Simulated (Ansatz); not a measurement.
Method: Ansatz 0.2.0, DFT PBE, scalar-relativistic, plane waves, PAW. Settings: cutoff 420 eV, Γ-centred meshes spaced at most about 0.3 Å⁻¹, and about 0.25 Å⁻¹ or finer for metals (2π included), Gaussian smearing. No spin polarisation in the final relaxations.

All energies are static (0 K, no zero-point motion). All come from trial cells, and lower structures may exist.

Question: Which of these relaxed structures of Li is the lowest in energy?
A.

Space group P6/mmm (No. 191). a = 2.936 Å, b = 2.936 Å, c = 2.710 Å, α = 90.00°, β = 90.00°, γ = 120.00°
```csv
atom,site,symmetry,x,y,z
Li,1a,6/mmm,0.0000,0.0000,0.0000
```

B.

Space group Pm-3m (No. 221). a = 2.729 Å, b = 2.729 Å, c = 2.729 Å, α = 90.00°, β = 90.00°, γ = 90.00°
```
atom  site  symmetry       x       y       z
  Li    1a      m-3m  0.0000  0.0000  0.0000
```

C.

Space group I4/mmm (No. 139). a = 3.192 Å, b = 3.192 Å, c = 3.969 Å, α = 90.00°, β = 90.00°, γ = 90.00°
```csv
atom,site,symmetry,x,y,z
Li,2a,4/mmm,0.0000,0.0000,0.0000
```

D.

Space group P4_2/mmc (No. 131). a = 5.379 Å, b = 5.379 Å, c = 5.021 Å, α = 90.00°, β = 90.00°, γ = 90.00°
```csv
atom,site,symmetry,x,y,z
Li,2d,mmm.,0.5000,0.0000,0.0000
Li,2b,mmm.,0.5000,0.5000,0.0000
```

Answer: C. It has the indium (bct) type, space group I4/mmm (No. 139); the next, A, with the simple hexagonal type, space group P6/mmm (No. 191), lies 65 meV/atom higher. Counting all near atoms (those within 1.25 times the shortest distance at each site), the lowest has Li 12 and the next has Li 8.

Cells relaxed within their symmetry can be saddle points. The I4/mmm cell of Li came from shaking the P6/mmm one. The part of the Crystallography Open Database at hand lists Li in space groups No. 166, 191, 194, 225, 229; sharing a group (P6/mmm) doesn't make a cell the listed structure. Some structure types and database cells were kept out of the candidates from the start, so a known form may be missing.
